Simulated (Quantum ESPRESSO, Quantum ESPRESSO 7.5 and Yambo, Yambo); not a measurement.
# Quasiparticle gap of LiBr (Fm-3m) in Yambo

Wanted: ground state, empty states, screening and self-energy for LiBr (Fm-3m).

Calculated with Quantum ESPRESSO 7.5 and Yambo 5.3.0; PBE and many-body steps on it, plane waves.

### Step 1. Set-up

The structure is cubic, space group Fm-3m (No. 225). The conventional cell has a = 5.501 Å, b = 5.501 Å, c = 5.501 Å, α = 90.00°, β = 90.00°, γ = 90.00°. Nearest to Li lie 6 Br at 2.75 Å. Br has 6 Li at 2.75 Å nearest. Farther neighbours and most contacts between anions are not listed.

The cell and positions come from the Crystallography Open Database and are kept as given unless a step says otherwise.

### Step 2. Ground state

This step: Quantum ESPRESSO 7.5; DFT, PBE, plane waves, norm-conserving pseudopotentials.

The ground-state density comes first.

The input, pw.in:

```
&control
  calculation = 'scf'
  prefix = 'x'
  outdir = 'o'
  pseudo_dir = 'pseudo'
/
&system
  ibrav = 0
  nat = 2
  ntyp = 2
  ecutwfc = 76.0
  nbnd = 15
  force_symmorphic = .true.
/
&electrons
  conv_thr = 1e-10
  electron_maxstep = 80
  mixing_beta = 0.5
/
ATOMIC_SPECIES
  Li 6.94 Li.upf
  Br 79.904 Br.upf
CELL_PARAMETERS angstrom
  0.0000000000 2.7506500000 2.7506500000
  2.7506500000 0.0000000000 2.7506500000
  2.7506500000 2.7506500000 0.0000000000
ATOMIC_POSITIONS crystal
  Li 0.0000000000 0.0000000000 0.0000000000
  Br 0.5000000000 0.5000000000 0.5000000000
K_POINTS automatic
  6 6 6 0 0 0
```

On the command line:

```
OMP_NUM_THREADS=1 mpirun -n 4 pw.x -nk 4 -in pw.in > pw.out
```

Log:

```text
Program PWSCF v.7.5 starts

     This program is part of the open-source Quantum ESPRESSO suite
     for quantum simulation of materials; please cite
         "P. Giannozzi et al., J. Phys.:Condens. Matter 21 395502 (2009);
         "P. Giannozzi et al., J. Phys.:Condens. Matter 29 465901 (2017);
         "P. Giannozzi et al., J. Chem. Phys. 152 154105 (2020);
     in publications or presentations arising from this work. More details at
     Message from routine setup:
     using ibrav=0 with symmetry is DISCOURAGED, use correct ibrav instead

     G-vector sticks info

     bravais-lattice index     =            0
     lattice parameter (alat)  =       7.3510  a.u.
     unit-cell volume          =     280.8876 (a.u.)^3
     number of atoms/cell      =            2
     number of atomic types    =            2
     number of electrons       =        20.00
     number of Kohn-Sham states=           15
     kinetic-energy cutoff     =      76.0000  Ry
     charge density cutoff     =     304.0000  Ry
     scf convergence threshold =      1.0E-10
     mixing beta               =       0.5000
     number of iterations used =            8  plain     mixing
     Exchange-correlation= PBE
                           (   1   4   3   4   0   0   0)

     celldm(1)=   7.351047  celldm(2)=   0.000000  celldm(3)=   0.000000
     celldm(4)=   0.000000  celldm(5)=   0.000000  celldm(6)=   0.000000

     crystal axes: (cart. coord. in units of alat)
               a(1) = (   0.000000   0.707107   0.707107 )
               a(2) = (   0.707107   0.000000   0.707107 )
               a(3) = (   0.707107   0.707107   0.000000 )

     reciprocal axes: (cart. coord. in units 2 pi/alat)
               b(1) = ( -0.707107  0.707107  0.707107 )
               b(2) = (  0.707107 -0.707107  0.707107 )
               b(3) = (  0.707107  0.707107 -0.707107 )
     Pseudo is Norm-conserving, Zval =  3.0
     Generated using ONCVPSP code by D. R. Hamann
     Using radial grid of 1944 points,  4 beta functions with:
     Pseudo is Norm-conserving + core correction, Zval = 17.0
     Generated using ONCVPSP code by D. R. Hamann
     Using radial grid of 1098 points,  6 beta functions with:
     Li                3.00     6.94000     Li( 1.00)
     Br               17.00    79.90400     Br( 1.00)

     48 Sym. Ops., with inversion, found

   Cartesian axes

     site n.     atom                  positions (alat units)
         1        Li     tau(   1) = (   0.0000000   0.0000000   0.0000000  )
         2        Br     tau(   2) = (   0.7071068   0.7071068   0.7071068  )

     number of k points=    16
                       cart. coord. in units 2pi/alat
        k(    1) = (   0.0000000   0.0000000   0.0000000), wk =   0.0092593
        k(    2) = (   0.1178511   0.1178511  -0.1178511), wk =   0.0740741
        k(    3) = (   0.2357023   0.2357023  -0.2357023), wk =   0.0740741
        k(    4) = (  -0.3535534  -0.3535534   0.3535534), wk =   0.0370370
        k(    5) = (   0.2357023   0.0000000  -0.0000000), wk =   0.0555556
        k(    6) = (   0.3535534   0.1178511  -0.1178511), wk =   0.2222222
        k(    7) = (  -0.2357023  -0.4714045   0.4714045), wk =   0.2222222
        k(    8) = (  -0.1178511  -0.3535534   0.3535534), wk =   0.2222222
        k(    9) = (   0.0000000  -0.2357023   0.2357023), wk =   0.1111111
        k(   10) = (   0.4714045   0.0000000  -0.0000000), wk =   0.0555556
     [... 4 further rows ...]
        k(   15) = (  -0.1178511  -0.3535534   0.5892557), wk =   0.2222222
        k(   16) = (  -0.7071068   0.2357023   0.0000000), wk =   0.1111111

     Dense  grid:    25125 G-vectors     FFT dimensions: (  45,  45,  45)

     Initial potential from superposition of free atoms

     starting charge      19.9954, renormalised to      20.0000
     Starting wfcs are   11 randomized atomic wfcs +    4 random wfcs

     per-process dynamical memory:    23.6 Mb

     Self-consistent Calculation

     iteration #  1     ecut=    76.00 Ry     beta= 0.50

     Threshold (ethr) on eigenvalues was too large:
     Diagonalizing with lowered threshold

     total energy              =    -285.38610764 Ry
     estimated scf accuracy    <       0.01162526 Ry

     iteration #  2     ecut=    76.00 Ry     beta= 0.50

     total energy              =    -285.38774948 Ry
     estimated scf accuracy    <       0.00095067 Ry

     iteration #  3     ecut=    76.00 Ry     beta= 0.50

     total energy              =    -285.38792457 Ry
     estimated scf accuracy    <       0.00014945 Ry

     iteration #  4     ecut=    76.00 Ry     beta= 0.50

     total energy              =    -285.38794862 Ry
     estimated scf accuracy    <       0.00000380 Ry

     iteration #  5     ecut=    76.00 Ry     beta= 0.50

     total energy              =    -285.38794979 Ry
     estimated scf accuracy    <       0.00000005 Ry

     iteration #  6     ecut=    76.00 Ry     beta= 0.50

     total energy              =    -285.38794980 Ry
     estimated scf accuracy    <          7.6E-09 Ry

     iteration #  7     ecut=    76.00 Ry     beta= 0.50

     total energy              =    -285.38794980 Ry
     estimated scf accuracy    <          3.1E-09 Ry

     iteration #  8     ecut=    76.00 Ry     beta= 0.50

     total energy              =    -285.38794980 Ry
     estimated scf accuracy    <          1.3E-10 Ry

     iteration #  9     ecut=    76.00 Ry     beta= 0.50

     End of self-consistent calculation

          k = 0.0000 0.0000 0.0000 (  3143 PWs)   bands (ev):

   -55.1748 -55.1748 -55.1720 -55.1720 -55.1720 -40.6647  -9.7462   3.6882
     3.6882   3.6882   8.6263  14.2095  14.2095  14.2095  15.9383

          k = 0.1179 0.1179-0.1179 (  3122 PWs)   bands (ev):

   -55.1748 -55.1748 -55.1720 -55.1720 -55.1720 -40.6645  -9.6375   2.7517
     3.6171   3.6171   9.4065  13.2713  13.6636  13.6636  15.2892

          k = 0.2357 0.2357-0.2357 (  3136 PWs)   bands (ev):

   -55.1748 -55.1748 -55.1720 -55.1720 -55.1720 -40.6640  -9.4035   1.3843
     3.4869   3.4869   9.5599  12.2979  12.2979  14.2103  16.9874

          k =-0.3536-0.3536 0.3536 (  3142 PWs)   bands (ev):

     [... further k-points ...]

     highest occupied, lowest unoccupied level (ev):     3.6882    8.6263

!    total energy              =    -285.38794980 Ry
     estimated scf accuracy    <          4.5E-12 Ry

     The total energy is the sum of the following terms:
     one-electron contribution =    -183.89644846 Ry
     hartree contribution      =      88.58526492 Ry
     xc contribution           =     -47.95972976 Ry
     ewald contribution        =    -142.11703649 Ry

     convergence has been achieved in   9 iterations

     XML data file, charge density, pseudopotentials, collected wavefunctions

=------------------------------------------------------------------------------=
   JOB DONE.
=------------------------------------------------------------------------------=
```

Wall time 4 s (4 MPI ranks of Arm Neoverse V2, shared host); peak memory 0.23 GiB; 16 s of CPU time.

Numbers from this step:

```
total energy               : -3882.9009 eV
gap                        : 4.938 eV
k of the valence top       : 0, 0, 0
k of the conduction bottom : 0, 0, 0
least direct gap           : 4.938 eV
```

The gap is direct, at Γ.

### Step 3. Bands along the symmetry lines

Levels along a band path, at the cheap level, show where the edges lie and whether the meshes to come will hold them.

The input, pw.in:

```
&control
  calculation = 'bands'
  prefix = 'x'
  outdir = 'o'
  pseudo_dir = 'pseudo'
/
&system
  ibrav = 0
  nat = 2
  ntyp = 2
  ecutwfc = 76.0
  nbnd = 16
  force_symmorphic = .true.
/
&electrons
  conv_thr = 1e-9
  electron_maxstep = 80
  diago_full_acc = .true.
  diago_thr_init = 5e-6
/
ATOMIC_SPECIES
  Li 6.94 Li.upf
  Br 79.904 Br.upf
CELL_PARAMETERS angstrom
  0.0000000000 2.7506500000 2.7506500000
  2.7506500000 0.0000000000 2.7506500000
  2.7506500000 2.7506500000 0.0000000000
ATOMIC_POSITIONS crystal
  Li 0.0000000000 0.0000000000 0.0000000000
  Br 0.5000000000 0.5000000000 0.5000000000
K_POINTS crystal
  50
  0.00000000 0.00000000 0.00000000 1
  0.06250000 0.00000000 0.06250000 1
  0.12500000 0.00000000 0.12500000 1
  0.18750000 0.00000000 0.18750000 1
  0.25000000 0.00000000 0.25000000 1
  0.31250000 0.00000000 0.31250000 1
  0.37500000 0.00000000 0.37500000 1
  0.43750000 0.00000000 0.43750000 1
  0.50000000 0.00000000 0.50000000 1
  0.51562500 0.03125000 0.51562500 1
  0.53125000 0.06250000 0.53125000 1
  0.54687500 0.09375000 0.54687500 1
  0.56250000 0.12500000 0.56250000 1
  0.57812500 0.15625000 0.57812500 1
  0.59375000 0.18750000 0.59375000 1
  0.60937500 0.21875000 0.60937500 1
  0.62500000 0.25000000 0.62500000 1
  0.37500000 0.37500000 0.75000000 1
  0.32812500 0.32812500 0.65625000 1
  0.28125000 0.28125000 0.56250000 1
  0.23437500 0.23437500 0.46875000 1
  0.18750000 0.18750000 0.37500000 1
  0.14062500 0.14062500 0.28125000 1
  0.09375000 0.09375000 0.18750000 1
  0.04687500 0.04687500 0.09375000 1
  0.00000000 0.00000000 0.00000000 1
  0.06250000 0.06250000 0.06250000 1
  0.12500000 0.12500000 0.12500000 1
  0.18750000 0.18750000 0.18750000 1
  0.25000000 0.25000000 0.25000000 1
  0.31250000 0.31250000 0.31250000 1
  0.37500000 0.37500000 0.37500000 1
  0.43750000 0.43750000 0.43750000 1
  0.50000000 0.50000000 0.50000000 1
  0.50000000 0.46875000 0.53125000 1
  0.50000000 0.43750000 0.56250000 1
  0.50000000 0.40625000 0.59375000 1
  0.50000000 0.37500000 0.62500000 1
  0.50000000 0.34375000 0.65625000 1
  0.50000000 0.31250000 0.68750000 1
  0.50000000 0.28125000 0.71875000 1
  0.50000000 0.25000000 0.75000000 1
  0.50000000 0.21875000 0.71875000 1
  0.50000000 0.18750000 0.68750000 1
  0.50000000 0.15625000 0.65625000 1
  0.50000000 0.12500000 0.62500000 1
  0.50000000 0.09375000 0.59375000 1
  0.50000000 0.06250000 0.56250000 1
  0.50000000 0.03125000 0.53125000 1
  0.50000000 0.00000000 0.50000000 1
```

Log:

```text
[banner, memory and clock lines left out]
Program PWSCF v.7.5 starts

     Atomic positions and unit cell read from directory:
     o/x.save/

     Message from routine setup:
     using ibrav=0 with symmetry is DISCOURAGED, use correct ibrav instead

     G-vector sticks info

     bravais-lattice index     =            0
     lattice parameter (alat)  =       7.3510  a.u.
     unit-cell volume          =     280.8876 (a.u.)^3
     number of atoms/cell      =            2
     number of atomic types    =            2
     number of electrons       =        20.00
     number of Kohn-Sham states=           16
     kinetic-energy cutoff     =      76.0000  Ry
     charge density cutoff     =     304.0000  Ry
     Exchange-correlation= PBE
                           (   1   4   3   4   0   0   0)

     celldm(1)=   7.351047  celldm(2)=   0.000000  celldm(3)=   0.000000
     celldm(4)=   0.000000  celldm(5)=   0.000000  celldm(6)=   0.000000

     crystal axes: (cart. coord. in units of alat)
               a(1) = (   0.000000   0.707107   0.707107 )
               a(2) = (   0.707107   0.000000   0.707107 )
               a(3) = (   0.707107   0.707107   0.000000 )

     reciprocal axes: (cart. coord. in units 2 pi/alat)
               b(1) = ( -0.707107  0.707107  0.707107 )
               b(2) = (  0.707107 -0.707107  0.707107 )
               b(3) = (  0.707107  0.707107 -0.707107 )
     Pseudo is Norm-conserving, Zval =  3.0
     Generated using ONCVPSP code by D. R. Hamann
     Using radial grid of 1944 points,  4 beta functions with:
     Pseudo is Norm-conserving + core correction, Zval = 17.0
     Generated using ONCVPSP code by D. R. Hamann
     Using radial grid of 1098 points,  6 beta functions with:
     Li                3.00     6.94000     Li( 1.00)
     Br               17.00    79.90400     Br( 1.00)

     48 Sym. Ops., with inversion, found

   Cartesian axes

     site n.     atom                  positions (alat units)
         1        Li     tau(   1) = (   0.0000000   0.0000000   0.0000000  )
         2        Br     tau(   2) = (   0.7071068   0.7071068   0.7071068  )

     number of k points=    50
                       cart. coord. in units 2pi/alat
        k(    1) = (   0.0000000   0.0000000   0.0000000), wk =   0.0400000
        k(    2) = (   0.0000000   0.0883883   0.0000000), wk =   0.0400000
        k(    3) = (   0.0000000   0.1767767   0.0000000), wk =   0.0400000
[...]
[... 38 further rows ...]
        k(   49) = (   0.0441942   0.7071068   0.0000000), wk =   0.0400000
        k(   50) = (   0.0000000   0.7071068   0.0000000), wk =   0.0400000

     Dense  grid:    25125 G-vectors     FFT dimensions: (  45,  45,  45)

     The potential is recalculated from file :
     o/x.save/charge-density

     Starting wfcs are   11 randomized atomic wfcs +    5 random wfcs

     Band Structure Calculation

     End of band structure calculation

          k = 0.0000 0.0000 0.0000 (  3143 PWs)   bands (ev):

   -55.1748 -55.1748 -55.1721 -55.1721 -55.1721 -40.6647  -9.7462   3.6882
     3.6882   3.6882   8.6263  14.2095  14.2095  14.2095  15.9383  15.9383

          k = 0.0000 0.0884 0.0000 (  3135 PWs)   bands (ev):

   -55.1748 -55.1748 -55.1721 -55.1720 -55.1720 -40.6647  -9.7246   3.5395
[...]
k = 0.0000 0.1768 0.0000 (  3139 PWs)   bands (ev):

[...]
k =-0.0000 0.2652 0.0000 (  3147 PWs)   bands (ev):

[...]
k = 0.0000 0.4419-0.0000 (  3130 PWs)   bands (ev):

[...]
k =-0.0000 0.5303 0.0000 (  3138 PWs)   bands (ev):

[...]
k = 0.0000 0.6187-0.0000 (  3146 PWs)   bands (ev):

[...]
k = 0.4640 0.4640-0.0000 (  3150 PWs)   bands (ev):

[...]
k = 0.3315 0.3315-0.0000 (  3124 PWs)   bands (ev):

[...]
k = 0.3094 0.7071-0.0000 (  3146 PWs)   bands (ev):

[...]
k = 0.2210 0.7071-0.0000 (  3160 PWs)   bands (ev):

[...]
k = 0.1768 0.7071-0.0000 (  3150 PWs)   bands (ev):

[...]
k = 0.0442 0.7071 0.0000 (  3162 PWs)   bands (ev):

[...]
k = 0.0000 0.7071 0.0000 (  3138 PWs)   bands (ev):

   -55.1748 -55.1747 -55.1721 -55.1719 -55.1719 -40.6634  -9.0869   0.8143
     2.5541   2.5541   9.9354  10.8135  15.3071  16.1263  16.1263  19.4920

     XML data file, pseudopotentials, collected wavefunctions
```

Elapsed: 3.3 s, on 4 MPI ranks; peak memory 0.21 GiB.

Numbers from this step:

```yaml
gap: 4.933 eV
k_of_the_valence_top: 0.0938, 0.0938, 0.1875
k_of_the_conduction_bottom: 0, 0, 0
least_direct_gap: 4.938 eV
```

The gap is 4.933 eV, −0.005 eV from the run before at this level.

Electronic bands along the path, in eV, zero at the top of the highest filled band:

```tsv
point	band 7	band 8	band 9	band 10	band 11	band 12	band 13	band 14
Γ	-13.44	0.00	0.00	0.00	4.93	10.52	10.52	10.52
halfway	-13.13	-1.59	-0.62	-0.62	7.16	8.25	8.36	11.05
X	-12.78	-2.88	-1.14	-1.14	6.24	7.12	11.61	12.43
halfway	-12.78	-2.78	-1.38	-1.06	6.43	7.55	11.30	11.59
U	-12.80	-2.49	-1.85	-0.86	6.64	8.73	10.30	10.57
jump to K	-12.80	-2.49	-1.85	-0.86	6.64	8.73	10.30	10.57
halfway	-13.12	-1.81	-0.90	-0.09	6.72	8.86	8.96	9.34
Γ	-13.44	0.00	0.00	0.00	4.93	10.52	10.52	10.52
halfway	-13.22	-1.68	-0.14	-0.14	5.97	9.20	9.20	9.74
L	-12.97	-2.88	-0.27	-0.27	5.63	8.11	8.11	11.75
halfway	-12.88	-2.60	-1.34	-0.61	7.06	7.88	9.22	10.67
W	-12.78	-2.14	-2.14	-1.14	8.01	8.57	9.45	9.45
halfway	-12.78	-2.68	-1.47	-1.14	6.76	7.83	10.60	10.99
X	-12.78	-2.88	-1.14	-1.14	6.24	7.12	11.61	12.43
```

The electronic bands as a text plot (rows in eV, shown from -8.0 to 10.6 only):

```
   10.2 |++++     +       ++       ++++++++  ++        ++  ++
    9.4 |  ++   ++         ++++++++++    ++++         +++++ +
    8.6 |    +++         ++ +++++            +++    ++   ++++
    7.9 |       ++     ++                       ++++++++++++ ++
    7.1 |     +++++++++    ++++++                     +     ++ ++
    6.3 |    +    +++++++++      ++         +       ++        +++
    5.5 |  ++                      +++   +++ +++++++
    4.8 |++                           +++
    4.0 |
    3.2 |
    2.4 |
    1.7 |
    0.9 |
    0.1 |****                 *******************
   -0.6 |  ********     ******  *****    **      ********
   -1.4 |    ***   *******  **** **        **         ** ********
   -2.2 |       ***      ********            ***       ******
   -3.0 |          ******                       *******      ****
   -3.7 |
   -4.5 |
   -5.3 |
   -6.1 |
   -6.8 |
   -7.6 |
         Γ           X  U|K            Γ         L        W     X
```

(Continued in part 2 of 2.)

[Paths, hosts, dates, memory and timing lines, banners, echoed tables and standing remarks are left out of the program output.]

[Logs are printed without paths, hosts, clocks, repeated set-up lines and the standing remarks that a program may print on its own settings, such as how far it seeks lower states.]

[Runs of the session that timed out or met a known fault of the program may be left out.]

[Hosts, paths, dates, database ids (printed as entryN), source tags and the programs' standing remarks are cut or masked in the printed files.]
